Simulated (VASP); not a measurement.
# CoO (I4/mmm) in VASP: notebook, part 2 of 2

VASP 6.6.1. The steps go on from the part before.

**3. Single point, PBE+U, collinear spin, random start**

INCAR reads:

```
PREC     = Accurate       # precision mode
ENCUT    = 520            # plane-wave cutoff, eV
EDIFF    = 1E-6           # SCF threshold, eV
ISMEAR   = 0              # smearing method
SIGMA    = 0.05           # smearing width, eV
LREAL    = False          # projectors in reciprocal space
LASPH    = True           # aspherical terms in the spheres
NELM     = 100            # most SCF steps
ALGO     = Normal         # electronic algorithm
ISIF     = 2              # what is computed and relaxed
LWAVE    = False          # write WAVECAR
LCHARG   = True           # write CHGCAR
ISPIN    = 2              # spin polarisation
MAGMOM   = 1.7 0          # initial moments
LORBIT   = 11             # projections on sites
LMAXMIX  = 4              # l up to which the mixer works
LDAU     = True           # DFT+U
LDAUTYPE = 2            
LDAUL    = 2 -1           # shell
LDAUU    = 4 0            # U, eV
LDAUJ    = 0 0          
LDAUPRINT= 1            
GGA      = PE             # functional
LELF     = True           # ELF
LVHAR    = True
```

KPOINTS reads:

```
Automatic mesh
0
Gamma
  9 9 9
```

POSCAR reads:

```
CoO
1.0
   -1.5080004400      1.5080004400      2.1072503600
    1.5080004400     -1.5080004400      2.1072503600
    1.5080004400      1.5080004400     -2.1072503600
Co O
1 1
Direct
    0.0000000000      0.0000000000      0.0000000000
    0.5000000000      0.5000000000      0.0000000000
```

Potentials or basis: VASP PAW PBE potentials, release 64 (Co, O).

Started as:

```bash
$ cat potpaw_PBE.64/Co/POTCAR potpaw_PBE.64/O/POTCAR > POTCAR
$ mpirun -np 1 vasp_std > vasp.out
```

OUTCAR:

```text
PREC = Accurate
   ENCUT = 520
   EDIFF = 1E-6
   ISMEAR = 0
   LREAL = False
   LASPH = True
   NELM = 100
   ISIF = 2
   ISPIN = 2
   LORBIT = 11
   GGA = PE

 ion  position               nearest neighbor table
   1  0.000  0.000  0.000-   2 2.11   2 2.11   2 2.13   2 2.13   2 2.13   2 2.13
   2  0.500  0.500  0.000-   1 2.11   1 2.11   1 2.13   1 2.13   1 2.13   1 2.13

  LATTYP: Found a body centered tetragonal cell.
 ALAT       =     3.0160008800
 C/A-ratio  =     1.3973804676

  Lattice vectors:

 A1 = (  -1.5080004400,   1.5080004400,   2.1072503600)
 A2 = (   1.5080004400,  -1.5080004400,   2.1072503600)
 A3 = (   1.5080004400,   1.5080004400,  -2.1072503600)

Analysis of symmetry for initial positions (statically):
=====================================================================
 Subroutine PRICEL returns:
 Original cell was already a primitive cell.

 Routine SETGRP: Setting up the symmetry group for a
 body centered tetragonal supercell.

 Subroutine GETGRP returns: Found 16 space group operations
 (whereof 16 operations were pure point group operations)
 out of a pool of 16 trial point group operations.

The static configuration has the point symmetry D_4h.

Analysis of symmetry for dynamics (positions and initial velocities):
=====================================================================
 Subroutine PRICEL returns:
 Original cell was already a primitive cell.

 Routine SETGRP: Setting up the symmetry group for a
 body centered tetragonal supercell.

 Subroutine GETGRP returns: Found 16 space group operations
 (whereof 16 operations were pure point group operations)
 out of a pool of 16 trial point group operations.

The dynamic configuration has the point symmetry D_4h.

Analysis of structural, dynamic, and magnetic symmetry:
=====================================================================
 Subroutine PRICEL returns:
 Original cell was already a primitive cell.

[... 200 lines left out ...]
  free energy    TOTEN  =       -11.20927920 eV

  energy without entropy =      -11.20641266  energy(sigma->0) =      -11.20784593

 E-fermi :   7.8426     XC(G=0): -12.4295

 val. band max:        7.8374373493   @ k =  -0.1111   0.4444   0.1111
 cond. band min:       7.8472052503   @ k =   0.4444   0.1111  -0.0000
 fundamental gap:      0.0097679010
 Fermi energy:         7.8426280755

 spin component 1

 k-point     1 :       0.0000    0.0000    0.0000
  band No.  band energies     occupation
      1     -11.9995      1.00000
      2       2.1807      1.00000
      3       2.5794      1.00000
      4       2.5794      1.00000
      5       2.6168      1.00000
      6       3.5117      1.00000
      7       5.0570      1.00000
      8       5.2063      1.00000
      9       5.2063      1.00000
     10       9.1482      0.00000
     11      24.9168      0.00000
     12      24.9685      0.00000
[... 697 lines left out ...]
      1     -10.1543      1.00000
      2       1.7598      1.00000
      3       3.6958      1.00000
      4       4.2466      1.00000
      5       6.0747      1.00000
      6       6.1399      1.00000
      7       8.0481      0.00000
      8       9.8504      0.00000
      9      10.6933      0.00000
     10      15.1933      0.00000
     11      18.3817      0.00000
     12      19.9003      0.00000

 [... further k-points ...]

------------------------ aborting loop because EDIFF is reached ----------------------------------------

  FORCE on cell =-STRESS in cart. coord.  units (eV):
  Direction    XX          YY          ZZ          XY          YZ          ZX
  --------------------------------------------------------------------------------------
  -------------------------------------------------------------------------------------
  Total        0.3321324      0.3321324     -0.6191794      0.0000000     -0.0000000      0.0000000
  in kB       27.7614933     27.7614933    -51.7544915      0.0000000     -0.0000000      0.0000000
  external PRESSURE =       1.2561651 kB  Pullay stress =       0.0000000 kB

 VOLUME and BASIS-vectors are now :
 -----------------------------------------------------------------------------
  energy-cutoff  :      520.00
  volume of cell :       19.17
      direct lattice vectors                 reciprocal lattice vectors
    -1.508000440  1.508000440  2.107250360     0.000000000  0.331564890  0.237276030
     1.508000440 -1.508000440  2.107250360     0.331564890  0.000000000  0.237276030
     1.508000440  1.508000440 -2.107250360     0.331564890  0.331564890  0.000000000

 POSITION                                       TOTAL-FORCE (eV/Angst)
 -----------------------------------------------------------------------------------
      0.00000      0.00000      0.00000         0.000000     -0.000000      0.000000
      0.00000      0.00000      2.10725        -0.000000      0.000000     -0.000000
 -----------------------------------------------------------------------------------
    total drift:                               -0.000000      0.000000     -0.000000

  FREE ENERGIE OF THE ION-ELECTRON SYSTEM (eV)
  ---------------------------------------------------
  free  energy   TOTEN  =       -11.2092792035 eV

  energy  without entropy=      -11.2064126631  energy(sigma->0) =      -11.20784593

 total charge

# of ion       s       p       d       tot
------------------------------------------
    1        0.303   0.372   7.133   7.808
    2        1.551   3.461   0.000   5.012
--------------------------------------------------
tot          1.854   3.833   7.133  12.820

 magnetization (x)

# of ion       s       p       d       tot
------------------------------------------
    1        0.020   0.018   2.730   2.768
    2        0.022   0.205   0.000   0.227
--------------------------------------------------
tot          0.042   0.222   2.730   2.995
```

OSZICAR:

```text
N       E                     dE             d eps       ncg     rms          rms(c)
DAV:   1     0.876044319228E+02    0.87604E+02   -0.73430E+03  3684   0.145E+03
DAV:   2    -0.544880917956E+01   -0.93053E+02   -0.82925E+02  3836   0.279E+02
DAV:   3    -0.118958147050E+02   -0.64470E+01   -0.62503E+01  4016   0.865E+01
DAV:   4    -0.119825279115E+02   -0.86713E-01   -0.86618E-01  4096   0.993E+00
DAV:   5    -0.119844368232E+02   -0.19089E-02   -0.19088E-02  4060   0.153E+00    0.179E+01
DAV:   6    -0.109155325722E+02    0.10689E+01   -0.19938E+01  4564   0.904E+01    0.190E+01
DAV:   7    -0.109288417155E+02   -0.13309E-01   -0.27813E+00  4228   0.437E+01    0.897E+00
DAV:   8    -0.111623796355E+02   -0.23354E+00   -0.76692E-01  4496   0.129E+01    0.524E+00
DAV:   9    -0.111822505224E+02   -0.19871E-01   -0.10561E-01  4884   0.859E+00    0.915E-01
DAV:  10    -0.112027712951E+02   -0.20521E-01   -0.37284E-02  4836   0.581E+00    0.352E-01
DAV:  11    -0.112088943256E+02   -0.61230E-02   -0.90605E-03  4924   0.246E+00    0.124E-01
DAV:  12    -0.112090702648E+02   -0.17594E-03   -0.58792E-04  4688   0.480E-01    0.705E-02
DAV:  13    -0.112092658445E+02   -0.19558E-03   -0.12767E-04  5060   0.305E-01    0.282E-02
DAV:  14    -0.112092788209E+02   -0.12976E-04   -0.25483E-05  4584   0.105E-01    0.672E-03
DAV:  15    -0.112092792035E+02   -0.38260E-06   -0.24383E-06  2828   0.205E-02
   1 F= -.11209279E+02 E0= -.11207846E+02  d E =-.286654E-02  mag=     3.0000
```

stdout:

```text
POSCAR found type information on POSCAR CoO
 POSCAR found :  2 types and       2 ions
 scaLAPACK will be used
 LDA part: xc-table for (Slater+PW92), standard interpolation
 POSCAR, INCAR and KPOINTS ok, starting setup
 FFT: planning ... GRIDC
 FFT: planning ... GRID_SOFT
 FFT: planning ... GRID
 WAVECAR not read
 entering main loop
```

It took 22 s on 1 thread of AMD EPYC 9R45 (Zen 5), shared host; peak memory 0.14 GiB.

What came out:

```
Free energy                                           : -11.2093 eV
Pressure                                              : 0.1 GPa
Band gap on the k mesh                                : none (metal or under the smearing width)
Net moment                                            : 3.00 μB per cell
Site moments                                          : Co +2.77; O +0.23 μB
Valence electrons inside the program's atomic spheres : Co 7.81; O 5.01
```

Stress tensor (GPa, compression positive):
```
 2.78  0.00  0.00
 0.00  2.78  0.00
 0.00  0.00 -5.18
```

Eigenvalues of the final occupation matrices:
| site | spin | trace | eigenvalues |
| --- | --- | --- | --- |
| site 1 d | 1 | 4.95 | 0.97 0.97 0.97 1.01 1.02 |
| site 1 d | 2 | 2.21 | 0.12 0.14 0.49 0.49 0.96 |

Caveat: a cell with one magnetic atom can't hold antiferromagnetic order, which such compounds often take. The state reached can hang on the start; a lower one may exist.

**4. Single point, PBE+U, collinear spin, ferromagnetic start**

INCAR reads:

```
SYSTEM = CoO
ALGO = Normal
EDIFF = 1E-6
ENCUT = 520
GGA = PE
ISIF = 2
ISMEAR = 0
ISPIN = 2
LASPH = .True.
LCHARG = .False.
LDAU = .True.
LDAUJ = 0 0
LDAUL = 2 -1
LDAUPRINT = 1
LDAUTYPE = 2
LDAUU = 4 0
LMAXMIX = 4
LORBIT = 11
LREAL = .False.
LWAVE = .False.
MAGMOM = 2 0
NELM = 100
NUPDOWN = 2
PREC = Accurate
SIGMA = 0.05
```

KPOINTS reads:

```
k-points
0
Gamma
  9 9 9
  0 0 0
```

POSCAR is that of step 3.

Potentials or basis: VASP PAW PBE potentials, release 64 (Co, O).

Started as:

```bash
$ cat potpaw_PBE.64/Co/POTCAR potpaw_PBE.64/O/POTCAR > POTCAR
$ mpirun -np 1 vasp_std > vasp.out
```

OUTCAR:

```text
SYSTEM = CoO
   EDIFF = 1E-6
   ENCUT = 520
   GGA = PE
   ISIF = 2
   ISMEAR = 0
   ISPIN = 2
   LASPH = .True.
   LORBIT = 11
   LREAL = .False.
   NELM = 100
   NUPDOWN = 2
   PREC = Accurate

 ion  position               nearest neighbor table
   1  0.000  0.000  0.000-   2 2.11   2 2.11   2 2.13   2 2.13   2 2.13   2 2.13
   2  0.500  0.500  0.000-   1 2.11   1 2.11   1 2.13   1 2.13   1 2.13   1 2.13

  LATTYP: Found a body centered tetragonal cell.
 ALAT       =     3.0160008800
 C/A-ratio  =     1.3973804676

  Lattice vectors:

 A1 = (  -1.5080004400,   1.5080004400,   2.1072503600)
 A2 = (   1.5080004400,  -1.5080004400,   2.1072503600)
 A3 = (   1.5080004400,   1.5080004400,  -2.1072503600)
[... 985 lines left out ...]
  energy-cutoff  :      520.00
  volume of cell :       19.17
      direct lattice vectors                 reciprocal lattice vectors
    -1.508000440  1.508000440  2.107250360     0.000000000  0.331564890  0.237276030
     1.508000440 -1.508000440  2.107250360     0.331564890  0.000000000  0.237276030
     1.508000440  1.508000440 -2.107250360     0.331564890  0.331564890  0.000000000

 POSITION                                       TOTAL-FORCE (eV/Angst)
 -----------------------------------------------------------------------------------
      0.00000      0.00000      0.00000        -0.000000     -0.000000      0.000000
      0.00000      0.00000      2.10725         0.000000      0.000000      0.000000
 -----------------------------------------------------------------------------------
    total drift:                               -0.000000      0.000000     -0.000000

  FREE ENERGIE OF THE ION-ELECTRON SYSTEM (eV)
  ---------------------------------------------------
  free  energy   TOTEN  =       -10.8977286933 eV

  energy  without entropy=      -10.8906841274  energy(sigma->0) =      -10.89420641

 total charge

# of ion       s       p       d       tot
------------------------------------------
    1        0.289   0.349   7.277   7.914
    2        1.561   3.402   0.000   4.963
--------------------------------------------------
tot          1.850   3.751   7.277  12.877

 magnetization (x)

# of ion       s       p       d       tot
------------------------------------------
    1        0.023   0.017   2.072   2.112
    2        0.016  -0.109   0.000  -0.093
--------------------------------------------------
tot          0.039  -0.092   2.072   2.018
```

stdout:

```text
POSCAR found type information on POSCAR CoO
 POSCAR found :  2 types and       2 ions
 scaLAPACK will be used
 LDA part: xc-table for (Slater+PW92), standard interpolation
 POSCAR, INCAR and KPOINTS ok, starting setup
 FFT: planning ... GRIDC
 FFT: planning ... GRID_SOFT
 FFT: planning ... GRID
 WAVECAR not read
 entering main loop
```

Run time: 22 s. Hardware: 1 thread of AMD EPYC 9R45 (Zen 5), shared host; peak memory 0.14 GiB.

Results:

| Item | Value |
| --- | --- |
| Free energy | -10.8977 eV |
| Pressure | -4.9 GPa |
| Net moment | 2.00 μB per cell |
| Site moments | Co +2.11; O -0.09 μB |
| Valence electrons inside the program's atomic spheres | Co 7.91; O 4.96 |

Eigenvalues of the final occupation matrices:
```csv
site,spin,trace,eigenvalues
site 1 d,1,4.69,0.89 0.91 0.96 0.96 0.96
site 1 d,2,2.61,0.10 0.11 0.72 0.72 0.96
```

Caveat: the total moment is fixed, so each spin has its own Fermi level; a cell with one magnetic atom can't hold antiferromagnetic order, which such compounds often take. The state reached can hang on the start; a lower one may exist.

**5. The runs side by side**

| spin | fixed moment (μB) | further INCAR settings | gap on the mesh (eV) | pressure (GPa) | moment (μB) |
| --- | --- | --- | --- | --- | --- |
| collinear, zero start | - | ALGO = Fast; EDIFF = 1e-06; NBANDS = 18 | none | -18.6 | 0.00 |
| collinear, random start | - | ALGO = Normal; EDIFF = 1e-06 | none | 0.1 | 3.00 |
| collinear, ferromagnetic start | 2 | ALGO = Normal; EDIFF = 1e-06 | - | -4.9 | 2.00 |

Alike in all rows: task single point; level PBE+U; potentials or basis VASP PAW PBE potentials, release 64 (Co, O); Co d U = 4 eV; cell as given; k mesh 9 × 9 × 9; cutoff (eV) 520; smearing gaussian 0.05 eV.

Caveats: a cell with one magnetic atom can't hold antiferromagnetic order, which such compounds often take (some runs); the total moment is fixed, so each spin has its own Fermi level (some runs).

Absolute energies hang on the potentials; compare differences alone.
